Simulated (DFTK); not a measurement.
# BAs (F-43m) in DFTK: notebook, part 2 of 2

DFTK 0.8.2. Earlier steps stand in the parts before.

## 7. Single point, RPBE, 13.35 Å³/atom (volume scaled by 0.98)

run.jl

```julia
using DFTK
using PseudoPotentialData
using Unitful, UnitfulAtomic
using LinearAlgebra, Printf
include("save.jl")
disable_threading()

# lattice vectors are the columns
lattice = austrip(1u"Å") * [           0.0         2.3885         2.3885;
                   2.3885            0.0         2.3885;
                   2.3885         2.3885            0.0]
symbols   = [:As, :B]
positions = [[0.75, 0.75, 0.75],
             [0.0, 0.0, 0.0]]
pseudopotentials = Dict(:As => "As.upf", :B => "B.upf")
elements = Dict(s => ElementPsp(s, pseudopotentials; rcut=10.0) for s in unique(symbols))
atoms    = [elements[s] for s in symbols]

build_model(lattice, positions; symmetries=true) =
    model_DFT(lattice, atoms, positions;
              functionals=[:gga_x_rpbe, :gga_c_pbe],
              temperature=austrip(0.05u"eV"),
              smearing=Smearing.FermiDirac(),
              symmetries)
Ecut  = 35.0  # hartree
kgrid = [8, 8, 8]
tol   = 1e-6
to_GPa = ustrip(uconvert(u"GPa", 1u"hartree/bohr^3"))

results["points"] = []
for scale in [0.94, 0.96, 0.98, 1.0, 1.02, 1.04, 1.06]
    println("\n=== scale = ", scale)
    model = build_model(cbrt(scale) * lattice, positions)
    basis = PlaneWaveBasis(model; Ecut, kgrid)
    t0 = time()
    scfres = self_consistent_field(basis;
                                   tol,
                                   nbandsalg=AdaptiveBands(model; n_bands_converge=9))
    seconds = time() - t0
    @printf "SCF: %d iterations, %.1f s\n" scfres.n_iter seconds
    forces = compute_forces_cart(scfres)
    stress = compute_stresses_cart(scfres)
    @printf "V = %.5f Å^3  F = %.8f Ha  max force = %.5f eV/Å  p = %.4f GPa\n" ustrip(auconvert(u"Å^3", model.unit_cell_volume)) scfres.energies.total ustrip(auconvert(u"eV/Å", maximum(norm, forces))) (-tr(stress) / 3 * to_GPa)
    push!(results["points"], save_scf!(scfres; forces, stress, d=Dict{String,Any}("seconds" => seconds, "n_matvec" => get(scfres, :n_matvec, 0))))
end

# third-order Birch-Murnaghan fit in x = V^(-2/3)
V = [0.94, 0.96, 0.98, 1.0, 1.02, 1.04, 1.06] * abs(det(lattice))
E = [p["total"] for p in results["points"]]
x = V .^ (-2 / 3)
c = [x .^ 0 x x .^ 2 x .^ 3] \ E
Δ = c[3]^2 - 3c[2] * c[4]
if Δ > 0
    x0 = (-c[3] + sqrt(Δ)) / 3c[4]
    B0 = 4 / 9 * x0^(7 / 2) * (2c[3] + 6c[4] * x0)
    @printf "V0 = %.4f Å^3  B0 = %.2f GPa\n" ustrip(auconvert(u"Å^3", x0^(-3 / 2))) B0 * to_GPa
end
```

Command:

```
> julia --threads=1 run.jl  # one pass of the loop, scale = 0.98; save.jl only writes the numbers to a file and isn't shown; printed stress counts tension as positive; times include loading and compiling
```

It took 21 s on 1 thread of Intel Xeon Platinum 8488C (Sapphire Rapids), shared host.

The run converged. Its results:

| Item | Value |
| --- | --- |
| Free energy | -249.7917 eV |
| Band gap on the k mesh | 1.26 eV, indirect (least direct gap 3.32 eV) |

Caveat: the cutoff is short for these potentials, so energies and forces aren't converged, fitted volumes are rough and the log's stress (off by 3 to 10 GPa or more in trials) isn't used; the potentials were made for another functional, which shifts forces and pressure.

## 8. Single point, RPBE, 13.63 Å³/atom

run.jl is that of step 7.

Command:

```
> julia --threads=1 run.jl  # one pass of the loop, scale = 1.0; save.jl only writes the numbers to a file and isn't shown; printed stress counts tension as positive; times include loading and compiling
```

Wall time 30 s (1 thread of Intel Xeon Platinum 8488C (Sapphire Rapids), shared host).

Results (log left out):

* Free energy: -249.8081 eV
* Band gap on the k mesh: 1.28 eV, indirect (least direct gap 3.29 eV)

Caveat: the cutoff is short for these potentials, so energies and forces aren't converged, fitted volumes are rough and the log's stress (off by 3 to 10 GPa or more in trials) isn't used; the potentials were made for another functional, which shifts forces and pressure.

## 9. Single point, RPBE, 13.90 Å³/atom (volume scaled by 1.02)

run.jl is that of step 8.

Potentials or basis: SG15 1.2 (PBE).

Command:

```
> julia --threads=1 run.jl  # one pass of the loop, scale = 1.02; save.jl only writes the numbers to a file and isn't shown; printed stress counts tension as positive; times include loading and compiling
```

Run time: 26 s. Hardware: 1 thread of Intel Xeon Platinum 8488C (Sapphire Rapids), shared host.

The run converged. Its results:

```yaml
Free_energy: -249.8149 eV
Band_gap_on_the_k_mesh: 1.30 eV, indirect (least direct gap 3.27 eV)
```

Caveat: the cutoff is short for these potentials, so energies and forces aren't converged, fitted volumes are rough and the log's stress (off by 3 to 10 GPa or more in trials) isn't used; the potentials were made for another functional, which shifts forces and pressure.

## 10. Single point, RPBE, 14.17 Å³/atom (volume scaled by 1.04)

run.jl is that of step 9.

Command:

```
> julia --threads=1 run.jl  # one pass of the loop, scale = 1.04; save.jl only writes the numbers to a file and isn't shown; printed stress counts tension as positive; times include loading and compiling
```

It took 26 s on 1 thread of Intel Xeon Platinum 8488C (Sapphire Rapids), shared host.

Results (log left out):

* Free energy: -249.8131 eV
* Band gap on the k mesh: 1.32 eV, indirect (least direct gap 3.24 eV)

Caveat: the cutoff is short for these potentials, so energies and forces aren't converged, fitted volumes are rough and the log's stress (off by 3 to 10 GPa or more in trials) isn't used; the potentials were made for another functional, which shifts forces and pressure.

## 11. Single point, RPBE, 14.44 Å³/atom (volume scaled by 1.06)

run.jl is that of step 10.

Command:

```
> julia --threads=1 run.jl  # one pass of the loop, scale = 1.06; save.jl only writes the numbers to a file and isn't shown; printed stress counts tension as positive; times include loading and compiling
```

It took 28 s on 1 thread of Intel Xeon Platinum 8488C (Sapphire Rapids), shared host.

Results (log left out):

| Quantity | Value |
| --- | --- |
| Free energy | -249.8035 eV |
| Band gap on the k mesh | 1.34 eV, indirect (least direct gap 3.22 eV) |

Caveat: the cutoff is short for these potentials, so energies and forces aren't converged, fitted volumes are rough and the log's stress (off by 3 to 10 GPa or more in trials) isn't used; the potentials were made for another functional, which shifts forces and pressure.

## 12. Equation of state, BLYP

Edit run.jl of step 11 so:

```diff
@@ -7,11 +7,8 @@
 
-# lattice vectors are the columns
-lattice = austrip(1u"Å") * [           0.0         2.3885         2.3885;
-                   2.3885            0.0         2.3885;
-                   2.3885         2.3885            0.0]
-symbols   = [:As, :B]
-positions = [[0.75, 0.75, 0.75],
-             [0.0, 0.0, 0.0]]
-pseudopotentials = Dict(:As => "As.upf", :B => "B.upf")
-elements = Dict(s => ElementPsp(s, pseudopotentials; rcut=10.0) for s in unique(symbols))
+lines     = readlines("POSCAR")
+lattice   = austrip(1u"Å") * parse(Float64, lines[2]) * hcat([parse.(Float64, split(l)) for l in lines[3:5]]...)
+symbols   = vcat([fill(Symbol(s), parse(Int, n)) for (s, n) in zip(split(lines[6]), split(lines[7]))]...)
+positions = [parse.(Float64, split(l)[1:3]) for l in lines[9:8+length(symbols)]]
+pseudopotentials = PseudoFamily("dojo.nc.sr.pbe.v0_5.standard.upf")
+elements = Dict(s => ElementPsp(s, pseudopotentials) for s in unique(symbols))
 atoms    = [elements[s] for s in symbols]
@@ -20,3 +17,3 @@
     model_DFT(lattice, atoms, positions;
-              functionals=[:gga_x_rpbe, :gga_c_pbe],
+              functionals=[:gga_x_b88, :gga_c_lyp],
               temperature=austrip(0.05u"eV"),
@@ -24,4 +21,4 @@
               symmetries)
-Ecut  = 35.0  # hartree
-kgrid = [8, 8, 8]
+Ecut  = 42.0  # hartree
+kgrid = [6, 6, 6]
 tol   = 1e-6
@@ -37,3 +34,3 @@
                                    tol,
-                                   nbandsalg=AdaptiveBands(model; n_bands_converge=9))
+                                   nbandsalg=AdaptiveBands(model; n_bands_converge=14))
     seconds = time() - t0
```

POSCAR

```
BAs
1.0
    0.0000000000      2.3885000000      2.3885000000
    2.3885000000      0.0000000000      2.3885000000
    2.3885000000      2.3885000000      0.0000000000
As B
1 1
Direct
    0.7500000000      0.7500000000      0.7500000000
    0.0000000000      0.0000000000      0.0000000000
```

Potentials or basis: dojo.nc.sr.pbe.v0_5.standard.upf (PBE).

Command:

```
> julia --threads=1 run.jl  # save.jl only writes the numbers to a file and isn't shown; printed stress counts tension as positive; times include loading and compiling
```

Wall time 5.9 min (1 thread of Intel Xeon Platinum 8488C (Sapphire Rapids), shared host); peak memory 1.5 GiB.

The run converged. Its results:

```
Equilibrium volume : 14.49 Å³/atom (rough: see the caveat)
Bulk modulus       : 117 GPa (rough)
```

Energy against volume, from the lowest point:
```tsv
volume (Å³/atom)	energy (meV/atom)
12.809	88.07
13.081	59.71
13.354	37.53
13.626	20.98
13.899	9.51
14.171	2.67
14.444	0.00
```

Caveat: the k mesh is coarse (spacing up to 0.38 Å⁻¹), so the values aren't converged; the minimum lies outside the volumes run; the potentials were made for another functional, which shifts forces and pressure.

## 13. The runs side by side

| task | level | potentials or basis | k mesh | cutoff (eV) | valence electrons | SCF solver | mesh quality | gap on the mesh (eV) |
| --- | --- | --- | --- | --- | --- | --- | --- | --- |
| band structure | PBE | cp2k.nc.sr.pbe.v0_1.semicore.gth (PBE, GTH) | 10 × 10 × 10 | 762 | As 5, B 3 | - | not flagged | 1.17 |
| band structure | BJ06 | cp2k.nc.sr.pbe.v0_1.semicore.gth (PBE, GTH) | 9 × 9 × 9 | 980 | As 5, B 3 | ScfAndersonSolver | not flagged | 1.33 |
| equation of state | RPBE | SG15 1.2 (PBE) | 8 × 8 × 8 | 952 | As 5, B 3 | - | not flagged | - |
| equation of state | BLYP | dojo.nc.sr.pbe.v0_5.standard.upf (PBE) | 6 × 6 × 6 | 1143 | As 15, B 3 | - | coarse | - |

Alike in all rows: no spin polarisation; cell as given; smearing fermi-dirac 0.05 eV.

Caveats: some runs use coarse meshes; the potentials were made for another functional, which shifts forces and pressure (some runs); the program leaves the constant c of mgga_x_tb09 at 1, so the potential is Becke-Johnson's (BJ06) and not Tran and Blaha's, with levels but no total energy (some runs); the minimum lies outside the volumes run (some runs).

Absolute energies hang on the potentials; compare differences alone.
